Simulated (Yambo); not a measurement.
# PbS (Galena) (Fm-3m) in Yambo: a series of runs

Runs on PbS (Galena). Level: PBE. Tasks: G0W0 quasiparticle levels, optical spectrum, optical spectrum by the Bethe-Salpeter equation.

Everything below comes from runs of Yambo 5.3.0. Logs are shortened: lines on timing, memory, paths and dates and some standing lists are left out, and cuts for length are marked.

### Step 1. The undisturbed crystal

Symmetry: Fm-3m, No. 225, cubic system. The conventional cell has a = 5.931 Å, b = 5.931 Å, c = 5.931 Å, α = 90.00°, β = 90.00°, γ = 90.00°. Pb (site symmetry m-3m) is surrounded by 6 S at 2.97 Å. S (site symmetry m-3m) is surrounded by 6 Pb at 2.97 Å.

### Step 2. G0W0 quasiparticle levels, PBE (cell squeezed)

g0w00.in

```
gw0
dyson
el_el_corr
rim_cut
HF_and_locXC
ppa
em1d
RandQpts= 1000000
RandGvec= 50 RL
EXXRLvcs= 56 Ry
VXCRLvcs= 56 Ry
Chimod= "HARTREE"
% BndsRnXp
 1 | 90 |
%
NGsBlkXp= 6 Ry
% LongDrXp
 1 | 1 | 1 |
%
PPAPntXp= 27.21138 eV
% GbndRnge
 1 | 90 |
%
GTermKind= "BG"
DysSolver= "n"
ExtendOut
% QPkrange
 1 | 1 | 9 | 12 |
 4 | 4 | 9 | 12 |
%
```

scf.in

```
&CONTROL
  calculation = 'scf'
  prefix = 'pwscf'
  outdir = './tmp'
  pseudo_dir = './pseudo'
/
&SYSTEM
  ibrav = 0
  nat = 2
  ntyp = 2
  ecutwfc = 56
  nbnd = 16
  occupations = 'smearing'
  smearing = 'fd'
  degauss = 0.00367493
  force_symmorphic = .true.
/
&ELECTRONS
  conv_thr = 4d-10
  electron_maxstep = 120
  mixing_beta = 0.5
/
ATOMIC_SPECIES
Pb   207.2000 Pb.upf
S     32.0600 S.upf
CELL_PARAMETERS angstrom
   0.0000000000    2.8420306882    2.8420306882
   2.8420306882    0.0000000000    2.8420306882
   2.8420306882    2.8420306882    0.0000000000
ATOMIC_POSITIONS crystal
Pb     0.0000000000    0.0000000000    0.0000000000
S      0.5000000000    0.5000000000    0.5000000000
K_POINTS automatic
8 8 8 0 0 0
```

nscf.in

```
&CONTROL
  calculation = 'nscf'
  prefix = 'pwscf'
  outdir = './tmp'
  pseudo_dir = './pseudo'
/
&SYSTEM
  ibrav = 0
  nat = 2
  ntyp = 2
  ecutwfc = 56
  nbnd = 90
  occupations = 'fixed'
  force_symmorphic = .true.
/
&ELECTRONS
  conv_thr = 1d-08
  diago_full_acc = .true.
  diago_thr_init = 1d-06
/
ATOMIC_SPECIES
Pb   207.2000 Pb.upf
S     32.0600 S.upf
CELL_PARAMETERS angstrom
   0.0000000000    2.8420306882    2.8420306882
   2.8420306882    0.0000000000    2.8420306882
   2.8420306882    2.8420306882    0.0000000000
ATOMIC_POSITIONS crystal
Pb     0.0000000000    0.0000000000    0.0000000000
S      0.5000000000    0.5000000000    0.5000000000
K_POINTS automatic
6 6 6 0 0 0
```

Potentials or basis: PseudoDojo 0.4.1 SR PBE standard.

Started as:

```
OMP_NUM_THREADS=1 pw.x -in scf.in > scf.out
OMP_NUM_THREADS=1 pw.x -in nscf.in > nscf.out
cd tmp/pwscf.save; p2y; mv SAVE ../..; cd ../..
OMP_NUM_THREADS=1 yambo
OMP_NUM_THREADS=1 yambo -F g0w00.in -J g0w00 -C g0w00_out
```

Yambo's report:

```text
[... sections 02.01 to 02.04 as in the set-up run ...]

  [02.05] Energies & Occupations
  ==============================

  [X] === General ===
  [X] Electronic Temperature                        :  0.000000  0.000000 [eV K]
  [X] Bosonic    Temperature                        :  0.000000  0.000000 [eV K]
  [X] Finite Temperature mode                       : no
  [X] El. density                                   :  0.43563E+24 [cm-3]
  [X] Fermi Level                                   :  10.90096 [eV]

  [X] === Gaps and Widths ===
  [X] Conduction Band Min                           :  0.189152 [eV]
  [X] Valence Band Max                              :  0.000000 [eV]
  [X] Filled Bands                                  :  10
  [X] Empty Bands                                   :   11   90
  [X] Direct Gap                                    :  0.189152 [eV]
  [X] Direct Gap localized at k                     :   4
  [X] Indirect Gap                                  :  0.189152 [eV]
  [X] Indirect Gap between kpts                     :   4   4
  [X] Last valence band width                       :  4.341456 [eV]
  [X] 1st conduction band width                     :  5.402201 [eV]

 [03] Transferred momenta grid and indexing
 ==========================================

 IBZ Q-points                                      :  16
 BZ  Q-points                                      :  216

 K/Q-points units:
 rlu = crystal or reduced units; cc = cartesian coordinates; iku = interal k-units

 Q [ 1]         [rlu]:  0.000000  0.000000  0.000000
 Q [ 2]         [rlu]: -0.25122E-17 -0.25122E-17  0.16667
 Q [ 3]         [rlu]: -0.50243E-17 -0.50243E-17  0.33333
 Q [ 4]         [rlu]:  0.37363E-17  0.37363E-17 -0.50000
 Q [ 5]         [rlu]:  0.13210E-16  0.16667      0.16667
 Q [ 6]         [rlu]: -0.25122E-17  0.16667      0.33333
 Q [ 7]         [rlu]: -0.90554E-17  0.16667      0.50000
 Q [ 8]         [rlu]:  0.23430E-16  0.16667     -0.33333
 Q [ 9]         [rlu]:  0.32780E-16  0.16667     -0.16667
 Q [10]         [rlu]:  0.26420E-16  0.33333      0.33333
 Q [11]         [rlu]:  0.21443E-16  0.33333      0.50000
 Q [12]         [rlu]:  0.65560E-16  0.33333     -0.33333
 Q [13]         [rlu]: -0.51493E-16 -0.50000     -0.50000
 Q [14]         [rlu]:  0.166667  0.333333  0.500000
 Q [15]         [rlu]:  0.166667  0.333333 -0.333333
 Q [16]         [rlu]:  0.166667 -0.500000 -0.333333

 [04] Coloumb potential Random Integration (RIM)
 ===============================================

  [04.01] RIM initialization
  ==========================

  * Diagonal components only detected *

  8 x (sBL volume)        :  0.029653 [a.u.]
  sBZ random points       :  1000000
  Points outside the sBZ  :   7999624
  RL volume               :  0.800621 [a.u.]
  Integrated volume       :  0.800658 [a.u.]

  [04.02] RIM integrals
  =====================

  Gamma point sphere radius             :  0.056144 [a.u.]
  Points outside the sphere             :   799635
  [Int_sBZ(q=0) 1/q^2]*(Vol_sBZ)^(-1/3) =:  7.763403
                                 should be <:  7.795600
  [WR./g0w00//ndb.RIM]------------------------------------------------------------
   Brillouin Zone Q/K grids (IBZ/BZ)                :   16  216   16  216
   Coulomb cutoff potential                         : none
   Coulombian RL components                         :   51
   Coulombian diagonal components                   : yes
   RIM random points                                :  1000000
   RIM  RL volume             [a.u.]                :  0.800658
   Real RL volume             [a.u.]                :  0.800621
   Eps^-1 reference component                       : 0
   Eps^-1 components                                :  0.000000  0.000000  0.000000
   RIM anysotropy factor                            :  0.000000

  Summary of Coulomb integrals for non-metallic bands |Q|[au] RIM/Bare

  Q [1] 0.100000E-4 0.995870 * Q [2] 0.168862 1.065611
  Q [5] 0.194985 1.063726 * Q [9] 0.275750 1.025826
  Q [6] 0.323346 1.019349 * Q [3] 0.337724 1.016899
  Q [10] 0.389970 1.013477 * Q [8] 0.424960 1.010484
  Q [14] 0.435999 1.010396 * Q [7] 0.477614 1.008635
  Q [4] 0.506586 1.007214 * Q [11] 0.506586 1.007823
  Q [12] 0.551501 1.006251 * Q [15] 0.576773 1.005663
  Q [13] 0.584955 1.005501 * Q [16] 0.616596 1.004891

 [05] Dipoles
 ============

  [05.01] Setup: observables and procedures
  =========================================

  [WF-Oscillators/G space/Transverse up loader] Normalization (few states)  min/max  :  0.17347E-17   1.0000

[... 65 lines left out ...]
 [07] Local Exchange-Correlation + Non-Local Fock
 ================================================

 [VXC] Plane waves :  2229
 [EXS] Plane waves :  2229

 QP @ state[ 1 ] K range:  1  1
 QP @ state[ 1 ] b range:   9  12
 QP @ state[ 2 ] K range:   4   4
 QP @ state[ 2 ] b range:   9  12

 [xc] Functional : Perdew, Burke & Ernzerhof(X)+Perdew, Burke & Ernzerhof(C)
 [xc] LIBXC used to calculate xc functional
  PP Number of Atomic Species                      :  2
  NLCC RL compoments                               :  17477
  PP Number of Atomic Species                      :  2
  NLCC RL compoments                               :  17477
 [WR./g0w00//ndb.HF_and_locXC]---------------------------------------------------
  Brillouin Zone Q/K grids (IBZ/BZ)                :   16  216   16  216
  RL vectors                                       :  2891 [WF]
  Fragmentation                                    : no
  Electronic Temperature                           :  0.000000 [K]
  Bosonic    Temperature                           :  0.000000 [K]
  Green`s function   wavefunctions                 : Perdew, Burke & Ernzerhof(X)+Perdew, Burke & Ernzerhof(C)
  Total number of QP states                        :   8
  Exchange RL vectors                              :  2229
  Exchange summation bands                         :  10
  RIM RL components                                :   51
  RIM random points                                :  1000000

 [xc] E_xc :  -9.692023 [Ha]
      E_xc :  -19.38405 [Ry]

  Local XC kind (lXC) : Perdew, Burke & Ernzerhof(X)+Perdew, Burke & Ernzerhof(C)
  Non-Local XC kind (nlXC) : Hartree-Fock

  Corrections @ K [1] :  [eV]
 <9|nlXC|9> = -16.05367 -0.97911E-17 <9|lXC|9> = -12.84131 -0.37763E-15
 <10|nlXC|10> = -16.05367  0.30484E-17 <10|lXC|10> = -12.84131  0.70806E-16
 <11|nlXC|11> = -7.592348 -0.11558E-17 <11|lXC|11> = -11.58184  0.18882E-15
 <12|nlXC|12> = -7.592360  0.32664E-18 <12|lXC|12> = -11.58184 -0.47204E-16

  Corrections @ K [4] :  [eV]
 <9|nlXC|9> = -15.80027  0.79766E-17 <9|lXC|9> = -13.25488  0.000000
 <10|nlXC|10> = -9.034740  0.59159E-18 <10|lXC|10> = -9.979735  0.47204E-16
 <11|nlXC|11> = -13.16423  0.82200E-17 <11|lXC|11> = -14.03056 -0.35403E-16
 <12|nlXC|12> = -8.158639 -0.21457E-17 <12|lXC|12> = -10.77016 -0.47204E-16

 [08] Dyson equation: Newton solver
 ==================================

 [WARNING] Response block size in GW reduced to 89      RL (3250    mHa)

  [08.01] G0W0 (W PPA)
  ====================

  [  GW  ] Bands range     :    1   90
  [GW/PPA] G damping       :  0.100000 [eV]

  QP @ state[ 1 ] K range:  1  1
  QP @ state[ 1 ] b range:   9  12
  QP @ state[ 2 ] K range:   4   4
  QP @ state[ 2 ] b range:   9  12
[... 51 lines left out ...]
   :: Time ordering fails/rest    :  0.505940
   :: Mean rel dev of PP cond     :  0.309117
   Current Q-pt index             :  14
   :: PP condition fails/total    :  0.328241
   :: Time ordering fails/rest    :  0.504604
   :: Mean rel dev of PP cond     :  0.328090
   Current Q-pt index             :  15
   :: PP condition fails/total    :  0.321424
   :: Time ordering fails/rest    :  0.499163
   :: Mean rel dev of PP cond     :  0.321251
   Current Q-pt index             :  16
   :: PP condition fails/total    :  0.321172
   :: Time ordering fails/rest    :  0.503813
   :: Mean rel dev of PP cond     :  0.320996

  [08.02] QP properties and I/O
  =============================

  Legend (energies in eV)
  - B  : Band       - Eo  : bare energy
  - E  : QP energy  - Z   : Renormalization factor
  - So : Sc(Eo)     - S   : Sc(E)
  - dSp: Sc derivative precision

  - lXC: Local XC (Perdew, Burke & Ernzerhof(X)+Perdew, Burke & Ernzerhof(C))
  -nlXC: non-Local XC (Hartree-Fock)

  QP [eV] @ K [1] (iku):  0.000000  0.000000  0.000000
   B=9 Eo= -2.85 E= -3.37 E-Eo= -0.52 Re(Z)=0.77 Im(Z)=-0.137895E-2 nlXC= -16.0537 lXC= -12.8413 So=  2.54388
   B=10 Eo= -2.85 E= -3.37 E-Eo= -0.52 Re(Z)=0.77 Im(Z)=-0.133644E-2 nlXC= -16.0537 lXC= -12.8413 So=  2.53772
   B=11 Eo=  5.59 E=  5.24 E-Eo= -0.35 Re(Z)=0.80 Im(Z)=-0.870289E-2 nlXC= -7.59235 lXC= -11.5818 So= -4.43524
   B=12 Eo=  5.59 E=  5.23 E-Eo= -0.36 Re(Z)=0.80 Im(Z)=-0.895550E-2 nlXC= -7.59236 lXC= -11.5818 So= -4.44197

  QP [eV] @ K [4] (iku): -0.250000 -0.250000  0.250000
   B=9 Eo= -2.35 E= -2.67 E-Eo= -0.32 Re(Z)=0.78 Im(Z)=-0.153671E-2 nlXC= -15.8003 lXC= -13.2549 So=  2.13493
   B=10 Eo=  0.00 E= -0.41 E-Eo= -0.41 Re(Z)=0.81 Im(Z)=-0.122774E-2 nlXC= -9.03474 lXC= -9.97974 So= -1.45160
   B=11 Eo=  0.19 E= -0.15 E-Eo= -0.34 Re(Z)=0.79 Im(Z)=-0.127555E-2 nlXC= -13.1642 lXC= -14.0306 So= -1.29642
   B=12 Eo=  1.62 E=  1.22 E-Eo= -0.40 Re(Z)=0.81 Im(Z)=-0.122593E-2 nlXC= -8.15864 lXC= -10.7702 So= -3.10590

  [WR./g0w00//ndb.QP]-------------------------------------------------------------
   Lattice constants                                :  5.370660  5.370660  5.370660
   Coulomb cutoff potential                         : none
   Electronic Temperature                           :  0.000000 [K]
   Bosonic    Temperature                           :  0.000000 [K]
   Green`s function   energies                      : Perdew, Burke & Ernzerhof(X)+Perdew, Burke & Ernzerhof(C)
   wavefunctions                                    : Perdew, Burke & Ernzerhof(X)+Perdew, Burke & Ernzerhof(C)
   PPA    diel. fun.  energies                      : Perdew, Burke & Ernzerhof(X)+Perdew, Burke & Ernzerhof(C)
   wavefunctions                                    : Perdew, Burke & Ernzerhof(X)+Perdew, Burke & Ernzerhof(C)
   QP tot states                                    :   8
   GW solver                                        : Newton
   GW approximation                                 : PPA
   PPA imaginary Energy                             :  27.21138 ev
   RIM G`s                                          :   51
   RIM random pts                                   :  1000000
   dS/dw steps                                      :  2
   dS/dw step                                       :  0.100000 ev
   X G`s                                            :   89 used
   X G`s                                            :   89 disk
   X bands                                          :    1   90
   X poles                                          :  100.0000 o/o
   X e/h E range                                    : -1.000000 -1.000000 ev
   X Hxc Kernel                                     : HARTREE
   X BZ energy Double Grid                          : no
   X Optical Averaged directions                    : none
   Sc/G bands                                       :    1   90
   Sc/G damping                                     :  0.100000 ev
   Sc bands terminator                              : yes
   Sc terminator kind                               : BG
   Sc Terminator pole                               :  40.81708
   Sx RL components                                 :  2229

   QP @ state[ 1 ] K range                          :  1  1
   QP @ state[ 1 ] b range                          :   9  12
   QP @ state[ 2 ] K range                          :   4   4
   QP @ state[ 2 ] b range                          :   9  12
   GF energies kind                                 : Perdew, Burke & Ernzerhof(X)+Perdew, Burke & Ernzerhof(C)
   GF WF`s kind                                     : Perdew, Burke & Ernzerhof(X)+Perdew, Burke & Ernzerhof(C)
   Xs energies kind                                 : Perdew, Burke & Ernzerhof(X)+Perdew, Burke & Ernzerhof(C)
   Xs WF`s kind                                     : Perdew, Burke & Ernzerhof(X)+Perdew, Burke & Ernzerhof(C)
```

Run time: 5.3 min. Hardware: 1 thread of Arm Neoverse V2, shared host; peak memory 0.41 GiB.

Results:

```yaml
Band_gap_on_the_k_mesh_mean-field_level: 0.19 eV, direct
Quasiparticle_gap: 0.26 eV
Least_direct_quasiparticle_gap: 0.26 eV
Quasiparticle_gap_at_Γ: 8.60 eV
Band_gap_of_the_same_states_before_the_correction: 0.19 eV
```

Quasiparticle terms (eV):
| k point | band | Kohn-Sham level | Vxc | Σx | Σc | Z | result |
| --- | --- | --- | --- | --- | --- | --- | --- |
| (0.000, 0.000, 0.000) | 9 | -2.85 | -12.84 | -16.05 | 2.54 | 0.77 | -3.37 |
| (0.000, 0.000, 0.000) | 10 | -2.85 | -12.84 | -16.05 | 2.54 | 0.77 | -3.37 |
| (0.000, 0.000, 0.000) | 11 | 5.59 | -11.58 | -7.59 | -4.44 | 0.80 | 5.24 |
| (0.000, 0.000, 0.000) | 12 | 5.59 | -11.58 | -7.59 | -4.44 | 0.80 | 5.23 |
| (0.000, 0.000, -0.500) | 9 | -2.35 | -13.25 | -15.80 | 2.13 | 0.78 | -2.67 |
| (0.000, 0.000, -0.500) | 10 | 0.00 | -9.98 | -9.03 | -1.45 | 0.81 | -0.41 |
| (0.000, 0.000, -0.500) | 11 | 0.19 | -14.03 | -13.16 | -1.30 | 0.79 | -0.15 |
| (0.000, 0.000, -0.500) | 12 | 1.62 | -10.77 | -8.16 | -3.11 | 0.81 | 1.22 |

Caveat: the potentials hold a filled d shell without the s and p states of that shell, which can shift GW gaps by tenths of an eV, either way; this version prints the column dSc/dw multiplied by 27.2; the terminator is approximate in this version, by hundredths of an eV; spin-orbit coupling is left out, which as a rule narrows the gap of such compounds by several tenths of an eV. A k mesh can miss the band edges.

(Continued in part 2 of 3.)
